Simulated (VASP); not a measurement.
# InAs (F-43m) in VASP: a series of runs

The runs below take InAs through single point, with PBE, r2SCAN.

All numbers are computed with VASP 6.6.1; they aren't measurements. Logs are shortened: lines on timing, memory, paths and dates and some standing lists are left out, and cuts for length are marked.

**What was measured.**

A printed reference work, data compilation reports, for a bulk crystal of InAs at 4.2 K: band gap 0.418 eV (direct).

The runs below are set against these values where they give the same quantity.

## 1. The cell of the first run

It takes space group F-43m (No. 216, cubic). The conventional cell has a = 6.310 Å, b = 6.310 Å, c = 6.310 Å, α = 90.00°, β = 90.00°, γ = 90.00°. In (site symmetry -43m) has 4 As at 2.73 Å within 3.6 Å. As (site symmetry -43m) has 4 In at 2.73 Å within 3.6 Å.

## 2. Single point, PBE (31.41 Å³/atom)

File INCAR:

```
PREC = Accurate
ENCUT = 520
EDIFF = 1E-7
ISMEAR = -1
SIGMA = 0.02
LREAL = False
LASPH = True
NELM = 80
ALGO = Normal
ISIF = 2
LWAVE = False
LCHARG = False
GGA = PE
NBANDS = 16
```

File KPOINTS:

```
regular mesh
0
Gamma
  6 6 6
```

File POSCAR:

```
InAs
1.0
    0.0000000000      3.1551582477      3.1551582477
    3.1551582477      0.0000000000      3.1551582477
    3.1551582477      3.1551582477      0.0000000000
In As
1 1
Direct
    0.0000000000      0.0000000000      0.0000000000
    0.2500000000      0.2500000000      0.2500000000
```

Potentials or basis: VASP PAW PBE potentials, release 64 (In_d, As).

Started as:

```console
cat potpaw_PBE.64/In_d/POTCAR potpaw_PBE.64/As/POTCAR > POTCAR
mpirun -np 1 vasp_std > vasp.out
```

OUTCAR:

```text
PREC = Accurate
   ENCUT = 520
   EDIFF = 1E-7
   ISMEAR = -1
   LREAL = False
   LASPH = True
   NELM = 80
   ISIF = 2
   GGA = PE

 ion  position               nearest neighbor table
   1  0.000  0.000  0.000-   2 2.73   2 2.73   2 2.73   2 2.73
   2  0.250  0.250  0.250-   1 2.73   1 2.73   1 2.73   1 2.73

  LATTYP: Found a face centered cubic cell.
 ALAT       =     6.3103164954

  Lattice vectors:

 A1 = (   0.0000000000,   3.1551582477,   3.1551582477)
 A2 = (   3.1551582477,   0.0000000000,   3.1551582477)
 A3 = (   3.1551582477,   3.1551582477,   0.0000000000)

Analysis of symmetry for initial positions (statically):
=====================================================================
 Subroutine PRICEL returns:
 Original cell was already a primitive cell.

 Routine SETGRP: Setting up the symmetry group for a
 face centered cubic supercell.

 Subroutine GETGRP returns: Found 24 space group operations
 (whereof 24 operations were pure point group operations)
 out of a pool of 48 trial point group operations.

The static configuration has the point symmetry T_d .

Analysis of symmetry for dynamics (positions and initial velocities):
=====================================================================
 Subroutine PRICEL returns:
 Original cell was already a primitive cell.

 Routine SETGRP: Setting up the symmetry group for a
 face centered cubic supercell.

 Subroutine GETGRP returns: Found 24 space group operations
 (whereof 24 operations were pure point group operations)
 out of a pool of 48 trial point group operations.

The dynamic configuration has the point symmetry T_d .

 Subroutine INISYM returns: Found 24 space group operations
 (whereof 24 operations are pure point group operations),
 and found     1 'primitive' translations

----------------------------------------------------------------------------------------

                                     Primitive cell

  volume of cell :      62.8193

  direct lattice vectors                    reciprocal lattice vectors
     0.000000000  3.155158248  3.155158248    -0.158470657  0.158470657  0.158470657
     3.155158248  0.000000000  3.155158248     0.158470657 -0.158470657  0.158470657
     3.155158248  3.155158248  0.000000000     0.158470657  0.158470657 -0.158470657

  length of vectors
     4.462067585  4.462067585  4.462067585     0.274479229  0.274479229  0.274479229

  position of ions in fractional coordinates (direct lattice)
     0.000000000  0.000000000  0.000000000
     0.250000000  0.250000000  0.250000000

  ion indices of the primitive-cell ions
   primitive index   ion index
                 1           1
                 2           2

----------------------------------------------------------------------------------------

 KPOINTS: regular mesh

Automatic generation of k-mesh.
 Grid dimensions read from file:
 generate k-points for:    6    6    6

 Generating k-lattice:

  Cartesian coordinates                     Fractional coordinates (reciprocal lattice)
    -0.026411776  0.026411776  0.026411776     0.166666667  0.000000000  0.000000000
     0.026411776 -0.026411776  0.026411776     0.000000000  0.166666667  0.000000000
     0.026411776  0.026411776 -0.026411776     0.000000000  0.000000000  0.166666667

  Length of vectors
     0.045746538  0.045746538  0.045746538

  Shift w.r.t. Gamma in fractional coordinates (k-lattice)
     0.000000000  0.000000000  0.000000000

 Subroutine IBZKPT returns following result:
 ===========================================

 Found     16 irreducible k-points:

 Following reciprocal coordinates:
            Coordinates               Weight
  0.000000  0.000000  0.000000      1.000000
  0.166667  0.000000  0.000000      8.000000
  0.333333  0.000000  0.000000      8.000000
  0.500000  0.000000  0.000000      4.000000
  0.166667  0.166667  0.000000      6.000000
  0.333333  0.166667  0.000000     24.000000
[... 8 lines left out ...]
 -0.333333  0.333333  0.166667     24.000000
 -0.333333  0.500000  0.166667     12.000000
   k-points           NKPTS =     16   k-points in BZ     NKDIM =     16   number of bands    NBANDS=     16
   number of dos      NEDOS =    301   number of ions     NIONS =      2
   total plane-waves  NPLWV =  46656
   dimension x,y,z NGX =    36 NGY =   36 NGZ =   36
   dimension x,y,z NGXF=    72 NGYF=   72 NGZF=   72
   ions per type =               1   1
   NGX,Y,Z   is equivalent  to a cutoff of  13.41, 13.41, 13.41 a.u.
   NGXF,Y,Z  is equivalent  to a cutoff of  26.83, 26.83, 26.83 a.u.
 SYSTEM =  unknown system
   PREC   = accura    normal or accurate (medium, high low for compatibility)
   ISTART =      0    job   : 0-new  1-cont  2-samecut
   ICHARG =      2    charge: 1-file 2-atom 10-const
   ISPIN  =      1    spin polarized calculation?
   LNONCOLLINEAR =      F non collinear calculations
   LSORBIT =      F    spin-orbit coupling
   LASPH  =      T    aspherical Exc in radial PAW
   ENCUT  =  520.0 eV  38.22 Ry    6.18 a.u.   8.30  8.30  8.30*2*pi/ulx,y,z
   NELM   =     80;   NELMIN=  2; NELMDL= -5     # of ELM steps
   EDIFF  = 0.1E-06   stopping-criterion for ELM
   LREAL  =      F    real-space projection
   EDIFFG = 0.1E-05   stopping-criterion for IOM
   NSW    =      0    number of steps for IOM
   IBRION =     -1    ionic relax: 0-MD 1-quasi-New 2-CG
   NFREE  =      0    steps in history (QN), initial steepest desc. (CG)
   ISIF   =      2    stress and relaxation
   ISYM   =      2    0-nonsym 1-usesym 2-fastsym
   POTIM  = 0.5000    time-step for ionic-motion
   TEBEG  =    0.0;   TEEND  =   0.0 temperature during run
   PSTRESS=    0.0 pullay stress
   NELECT =      18.0000    total number of electrons
   NUPDOWN=      -1.0000    fix difference up-down
   EMIN   =  10.00;   EMAX   =-10.00  energy-range for DOS
   EFERMI =   0.00;   METHOD = LEGACY
   ISMEAR =    -1;   SIGMA  =   0.02  broadening in eV -4-tet -1-fermi 0-gaus
   EFERMI_NEDOS =   21; number of points for ismear=-14 and -15
   IALGO  =     38    algorithm
   IMIX   =      4    mixing-type and parameters
     AMIX     =   0.40;   BMIX     =  1.00
     AMIX_MAG =   1.60;   BMIX_MAG =  1.00
  volume/ion in A,a.u.               =      31.41       211.96
  Fermi-wavevector in a.u.,A,eV,Ry     =   1.079281  2.039545 15.848711  1.164847
  Thomas-Fermi vector in A             =   2.215242
   LORBIT       =      0    0 simple, 1 ext, 2 COOP (PROOUT), +10 PAW based schemes
   GGA     = PE    functional components
   LHFCALC =     F    Hartree Fock is set to
   AEXX    =    0.0000 exact exchange contribution
   IVDW    =     0    specifies the selected vdW correction
   LEPSILON=     F    determine dielectric tensor
   LRPA    =     F    only Hartree local field effects (RPA)
 non-spin polarized calculation
  energy-cutoff  :      520.00
  volume of cell :       62.82
 maximum number of plane-waves:      1711
 NGX is ok and might be reduce to    36
   NGX = 17   NGY = 17   NGZ = 17

 number of electron      18.0000003 magnetization

 Free energy of the ion-electron system (eV)
  ---------------------------------------------------
  ext. energy  EPLUGINS =         0.00000000
  ---------------------------------------------------
  free energy    TOTEN  =        -7.67522564 eV

  energy without entropy =       -7.67487196  energy(sigma->0) =       -7.67504880

 E-fermi :   3.3272     XC(G=0):  -8.5398

 val. band max:        3.3133286880   @ k =   0.0000   0.0000   0.0000
 cond. band min:       4.0015760260   @ k =   0.5000   0.0000   0.0000
 fundamental gap:      0.6882473380
 Fermi energy:         3.3271922592

 k-point     1 :       0.0000    0.0000    0.0000
  band No.  band energies     occupation
      1     -10.8810      2.00000
      2     -10.8810      2.00000
      3     -10.8810      2.00000
      4     -10.8004      2.00000
      5     -10.8004      2.00000
      6      -7.8001      2.00000
[... 8 lines left out ...]
     15      12.6608      0.00000
     16      12.6608      0.00000

 k-point     2 :       0.1667    0.0000    0.0000
  band No.  band energies     occupation
      1     -10.8997      2.00000
      2     -10.8749      2.00000
      3     -10.8749      2.00000
      4     -10.8003      2.00000
      5     -10.8003      2.00000
      6      -7.5787      2.00000
[... 8 lines left out ...]
     15      11.7331      0.00000
     16      11.7331      0.00000

 k-point     3 :       0.3333    0.0000    0.0000
  band No.  band energies     occupation
      1     -10.9353      2.00000
      2     -10.8648      2.00000
      3     -10.8648      2.00000
      4     -10.7978      2.00000
      5     -10.7978      2.00000
      6      -7.0403      2.00000
[... 8 lines left out ...]
     15      12.1117      0.00000
     16      12.1117      0.00000

 k-point     4 :       0.5000    0.0000    0.0000
  band No.  band energies     occupation
      1     -10.9524      2.00000
      2     -10.8611      2.00000
      3     -10.8611      2.00000
      4     -10.7952      2.00000
      5     -10.7952      2.00000
      6      -6.6898      2.00000
[... 8 lines left out ...]
     15      13.5800      0.00000
     16      13.5800      0.00000
[... 172 lines left out ...]
 k-point    14 :       0.5000    0.3333    0.1667
  band No.  band energies     occupation
      1     -10.9626      2.00000
      2     -10.8534      2.00000
      3     -10.8455      2.00000
      4     -10.8088      2.00000
      5     -10.7929      2.00000
      6      -6.6367      2.00000
[... 8 lines left out ...]
     15      13.2977      0.00000
     16      14.5104      0.00000

 k-point    15 :      -0.3333    0.3333    0.1667
  band No.  band energies     occupation
      1     -10.9704      2.00000
      2     -10.8532      2.00000
      3     -10.8401      2.00000
      4     -10.8064      2.00000
      5     -10.7951      2.00000
      6      -6.3742      2.00000
[... 8 lines left out ...]
     15      13.6066      0.00000
     16      14.3411      0.00000

 k-point    16 :      -0.3333    0.5000    0.1667
  band No.  band energies     occupation
      1     -10.9816      2.00000
      2     -10.8450      2.00000
      3     -10.8331      2.00000
      4     -10.8132      2.00000
      5     -10.7914      2.00000
      6      -6.2572      2.00000
[... 8 lines left out ...]
     15      14.2017      0.00000
     16      14.5659      0.00000

------------------------ aborting loop because EDIFF is reached ----------------------------------------

  FORCE on cell =-STRESS in cart. coord.  units (eV):
  Direction    XX          YY          ZZ          XY          YZ          ZX
  --------------------------------------------------------------------------------------
  -------------------------------------------------------------------------------------
  Total       -0.9496199     -0.9496199     -0.9496199      0.0000000     -0.0000000      0.0000000
  in kB      -24.2195985    -24.2195985    -24.2195985      0.0000000     -0.0000000      0.0000000
  external PRESSURE =     -24.2195985 kB  Pullay stress =       0.0000000 kB

 VOLUME and BASIS-vectors are now :
 -----------------------------------------------------------------------------
  energy-cutoff  :      520.00
  volume of cell :       62.82
      direct lattice vectors                 reciprocal lattice vectors
     0.000000000  3.155158248  3.155158248    -0.158470657  0.158470657  0.158470657
     3.155158248  0.000000000  3.155158248     0.158470657 -0.158470657  0.158470657
     3.155158248  3.155158248  0.000000000     0.158470657  0.158470657 -0.158470657

 POSITION                                       TOTAL-FORCE (eV/Angst)
 -----------------------------------------------------------------------------------
      0.00000      0.00000      0.00000         0.000000      0.000000      0.000000
      1.57758      1.57758      1.57758        -0.000000     -0.000000     -0.000000
 -----------------------------------------------------------------------------------
    total drift:                               -0.000000     -0.000000     -0.000000

  FREE ENERGIE OF THE ION-ELECTRON SYSTEM (eV)
  ---------------------------------------------------
  free  energy   TOTEN  =        -7.6752256403 eV

  energy  without entropy=       -7.6748719587  energy(sigma->0) =       -7.67504880
```

Wall time 28 s (1 thread of Intel Xeon Platinum 8259CL at 2.50GHz (Skylake/Cascade Lake), shared host); peak memory 0.21 GiB.

Results:

```
Free energy            : -7.6752 eV
Pressure               : -2.4 GPa
Band gap on the k mesh : zero (filled and empty bands touch)
```

Caveat: semilocal functionals underestimate gaps, so a narrow gap can read as zero; spin-orbit coupling is left out, which moves the levels of the heavy elements.

## 3. Single point, r2SCAN (26.79 Å³/atom)

This run uses another cell than the first one, of 26.79 Å³/atom.

File POSCAR:

```
InAs
1.0
    0.0000000000      2.9922354926      2.9922354926
    2.9922354926      0.0000000000      2.9922354926
    2.9922354926      2.9922354926      0.0000000000
In As
1 1
Direct
    0.0000000000      0.0000000000      0.0000000000
    0.2500000000      0.2500000000      0.2500000000
```

File INCAR.step1:

```
PREC = Accurate ; ENCUT = 520
ISMEAR = -1 ; SIGMA = 0.02
LREAL = False ; LASPH = True
NELM = 100 ; NBANDS = 16
GGA = PE ; ALGO = Normal
EDIFF = 1E-4 ; LWAVE = True
LCHARG = False
```

File INCAR.step2:

```
PREC = Accurate ; ENCUT = 520
EDIFF = 1E-6 ; ISMEAR = -1
SIGMA = 0.02 ; LREAL = False
LASPH = True ; NELM = 100
ALGO = Normal ; ISIF = 2
LWAVE = False ; LCHARG = False
METAGGA = R2SCAN ; LMIXTAU = True
NBANDS = 16 ; ISTART = 1
```

KPOINTS is that of step 2.

Potentials or basis: VASP PAW PBE potentials, release 64 (In_d, As).

Started as:

```console
cat potpaw_PBE.64/In_d/POTCAR potpaw_PBE.64/As/POTCAR > POTCAR
cp INCAR.step1 INCAR
mpirun -np 1 vasp_std > vasp.out
cp INCAR.step2 INCAR
mpirun -np 1 vasp_std > vasp.out
```

OUTCAR:

```text
PREC = Accurate
   ENCUT = 520
   EDIFF = 1E-6
   ISMEAR = -1
   LREAL = False
   LASPH = True
   NELM = 100
   ISIF = 2
   METAGGA = R2SCAN
   ISTART = 1

 ion  position               nearest neighbor table
   1  0.000  0.000  0.000-   2 2.59   2 2.59   2 2.59   2 2.59
   2  0.250  0.250  0.250-   1 2.59   1 2.59   1 2.59   1 2.59

  LATTYP: Found a face centered cubic cell.
 ALAT       =     5.9844709852

  Lattice vectors:
[... 477 lines left out ...]
     15      17.0490      0.00000
     16      17.3353      0.00000

------------------------ aborting loop because EDIFF is reached ----------------------------------------

  FORCE on cell =-STRESS in cart. coord.  units (eV):
  Direction    XX          YY          ZZ          XY          YZ          ZX
  --------------------------------------------------------------------------------------
  -------------------------------------------------------------------------------------
  Total        1.3715486      1.3715486      1.3715486      0.0000000     -0.0000000      0.0000000
  in kB       41.0113887     41.0113887     41.0113887      0.0000000     -0.0000000      0.0000000
  external PRESSURE =      41.0113887 kB  Pullay stress =       0.0000000 kB

 VOLUME and BASIS-vectors are now :
 -----------------------------------------------------------------------------
  energy-cutoff  :      520.00
  volume of cell :       53.58
      direct lattice vectors                 reciprocal lattice vectors
     0.000000000  2.992235493  2.992235493    -0.167099148  0.167099148  0.167099148
     2.992235493  0.000000000  2.992235493     0.167099148 -0.167099148  0.167099148
     2.992235493  2.992235493  0.000000000     0.167099148  0.167099148 -0.167099148

 POSITION                                       TOTAL-FORCE (eV/Angst)
 -----------------------------------------------------------------------------------
      0.00000      0.00000      0.00000        -0.000000     -0.000000     -0.000000
      1.49612      1.49612      1.49612         0.000000      0.000000      0.000000
 -----------------------------------------------------------------------------------
    total drift:                               -0.000004     -0.000004     -0.000004

  FREE ENERGIE OF THE ION-ELECTRON SYSTEM (eV)
  ---------------------------------------------------
  free  energy   TOTEN  =       -38.0033557522 eV

  energy  without entropy=      -38.0033555565  energy(sigma->0) =      -38.00335565
```

Wall time 54 s (1 thread of Intel Xeon Platinum 8259CL at 2.50GHz (Skylake/Cascade Lake), shared host); peak memory 0.19 GiB.

Results:

* Free energy: -38.0034 eV
* Pressure: 4.1 GPa
* Band gap on the k mesh: 0.42 eV

Caveat: the cell stands under pressure; the PAW data sets were made with another functional, which shifts forces and pressure a little; spin-orbit coupling is left out, which moves the levels of the heavy elements. r2SCAN opens gaps a little over a GGA but as a rule still falls short of measured ones.

(Part 1 of 2 ends here.)
